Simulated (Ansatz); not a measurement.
# GaAs stretched along one axis: stress and gap

Cell: an entry of the Crystallography Open Database (COD), whose atoms a relaxation with PBE at fixed cell left in place.

```xyz
2
Lattice="0.0000 2.8268 2.8268 2.8268 0.0000 2.8268 2.8268 2.8268 0.0000" Properties=species:S:1:pos:R:3 pbc="T T T"
Ga    0.0000    0.0000    0.0000
As    1.4134    1.4134    1.4134
```

Sites (sets of like atoms) are named by element and the number of their first atom in this list.

Level of theory: DFT, PBE, plane waves and PAW, scalar-relativistic, 420 eV cutoff, Γ-centred 13×13×13 k-points, Fermi–Dirac smearing 0.02 eV (Ansatz 0.2.0).

The cell is stretched along z (the third Cartesian axis of the run's cell), x and y held, and the ions relax again each time. Tension counts as positive.

| strain along z (%) | stress along z (GPa) | stress along x (GPa) | gap on the k-mesh (eV) |
| --- | --- | --- | --- |
| -3 | -6.9 | -5.2 | 0.63 |
| -2 | ? | ? | ? |
| -1 | -4.5 | -3.9 | 0.55 |
| 0 | -3.3 | -3.3 | 0.52 |
| +1 | -2.2 | -2.8 | 0.42 |
| +2 | -1.1 | -2.3 | 0.33 |
| +3 | 0.0 | -1.8 | 0.23 |

Problem. Estimate the row at -2 % from the others.

Solution. stress along z (GPa): -5.7; stress along x (GPa): -4.5; gap on the k-mesh (eV): 0.59. Worked: parabolas through the other 6 rows give -5.7 and -4.5 GPa at -2 %. Their slopes at zero strain are 115 GPa (C₁₁) and 57 GPa (C₁₂). They hold at this cell, where the calculated pressure is 3.3 GPa. The gap follows one line under compression (-37 meV per per cent of strain) and another under tension (-95), as when strain splits band edges that were equal; the line on its own side gives 0.59 eV for the withheld row.

PBE gaps are too small, by a third to a half in many semiconductors; their changes with strain are better.

All values belong to this cell and structure model.
